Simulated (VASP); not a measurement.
**SnSe2: single point with PBE+D3(BJ)**

Slab: SnSe2, a slab with vacuum.

```
Se Sn
1.0
     3.84084    0.00000    0.00000
    -1.92042    3.32627    0.00000
     0.00000    0.00000   24.19730
Se Sn
4 2
Direct
  0.66667 0.33333 0.30994
  0.33333 0.66667 0.44182
  0.66667 0.33333 0.55818
  0.33333 0.66667 0.69006
  0.00000 0.00000 0.37585
  0.00000 0.00000 0.62415
```

```
Program                : VASP 6.6.1
Task                   : single point
Functional             : PBE
Dispersion             : D3(BJ)
Potentials or basis    : VASP PAW PBE potentials, release 64 (Se, Sn_d)
Cutoff                 : 520 eV
k mesh                 : 9 × 9 × 1
Occupations            : gaussian, width 0.03 eV
Spin                   : no spin polarisation
Dipole correction      : yes
Further INCAR settings : ALGO = Normal; EDIFF = 1e-07
```

| Item | Value |
| --- | --- |
| Largest force | 0.009 eV/Å |
| Band gap on the k mesh | 0.72 eV, indirect (least direct gap 0.98 eV) |
| Dispersion energy per atom | -0.305 eV |
| Ionisation potential of the upper face | 5.96 eV |

Forces in eV/Å, atoms in the order of the input:
```
Se   0.000  0.000 -0.004
Se   0.000  0.000  0.009
Se   0.000  0.000 -0.009
Se   0.000  0.000  0.004
Sn   0.000  0.000  0.004
Sn   0.000  0.000 -0.004
```

Levels at points of the mesh, in eV from the valence-band top:
| k point | band 23 | band 24 | band 25 | band 26 | band 27 | band 28 | band 29 | band 30 |
| --- | --- | --- | --- | --- | --- | --- | --- | --- |
| (0.00, 0.00, 0.00) | -0.21 | -0.21 | -0.09 | -0.09 | 1.26 | 2.13 | 3.02 | 3.13 |

Core levels (eV, on the scale of the bands):
```
atom                                                                                     levels
1 Se                        1s -12497.7, 2s -1601.2, 2p -1407.6, 3s -207.9, 3p -147.4, 3d -47.5
2 Se                        1s -12497.7, 2s -1601.2, 2p -1407.6, 3s -207.9, 3p -147.4, 3d -47.6
3 Se                        1s -12497.7, 2s -1601.2, 2p -1407.6, 3s -207.9, 3p -147.4, 3d -47.6
4 Se                        1s -12497.7, 2s -1601.2, 2p -1407.6, 3s -207.9, 3p -147.4, 3d -47.5
5 Sn  1s -29003.4, 2s -4374.8, 2p -3926.5, 3s -841.1, 3p -694.7, 3d -469.4, 4s -130.1, 4p -85.9
6 Sn  1s -29003.4, 2s -4374.8, 2p -3926.5, 3s -841.1, 3p -694.7, 3d -469.4, 4s -130.1, 4p -85.9
```

It took 92 s on 2 MPI ranks on Intel(R) Xeon(R) Platinum 8559C (Emerald Rapids), on a shared host, peak memory 0.43 GiB a rank.

Caveat: spin-orbit coupling is left out, which moves the levels of the heavy elements.
